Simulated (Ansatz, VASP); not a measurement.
# C in VASP and in Ansatz

Contents of INCAR:

```
PREC = Accurate ; ENCUT = 520
EDIFF = 1E-6 ; ISMEAR = 0
SIGMA = 0.1 ; LREAL = F
LASPH = T ; NELM = 60
ALGO = Normal ; ISIF = 2
LWAVE = F ; LCHARG = F
GGA = PE ; NBANDS = 8
```

The input KPOINTS:

```
regular mesh
0
Gamma
  10 10 10
```

The input POSCAR:

```
C
1.0
    0.0000000000      1.4119867500      1.6846434100
    1.3997908200      0.0000000000      1.6846434100
    1.3997908200      1.4119867500      0.0000000000
C
1
Direct
    0.5000000000      0.5000000000      0.5000000000
```

Input for Ansatz:

```yaml
crystal:
  lattice:
    - [0.0, 1.41198675, 1.68464341]
    - [1.39979082, 0.0, 1.68464341]
    - [1.39979082, 1.41198675, 0.0]
  atoms:
    - { symbol: C, position: [0.5, 0.5, 0.5] }
basis:
  ecutwfc: 420
kpoints:
  mp_grid: { grid: [10, 10, 10] }
hamiltonian:
  xc: pbe
scf:
  occupations: { method: gaussian, width: 0.1 }
  lower_state_search: "off"
output:
  forces: true
  stress: true
  eigenvalues: true
```

Alike in both runs: task single point; functional PBE; k mesh 10 × 10 × 10; occupations gaussian, width 0.1 eV; no spin polarisation.

|  | VASP | Ansatz |
| --- | --- | --- |
| version | VASP 6.6.1 | Ansatz 0.2.0 |
| potentials or method | VASP PAW PBE potentials, release 64 (C) | scalar-relativistic, plane waves, PAW |
| plane-wave cutoff (eV) | 520 | 420 |
| valence electrons in the cell | 4 | 4 |

```csv
,VASP,Ansatz,Ansatz less VASP
gap on the k mesh at the Fermi level (eV),none,none,-
pressure (GPa),5.7,5.5,-0.21
largest component of the traceless stress (GPa),42.15,42.17,+0.025
```

A gap of «none» marks a metal or a gap that the smearing closes.

Caveats: the k mesh is coarse (spacing up to 0.37 Å⁻¹), so the values aren't converged.
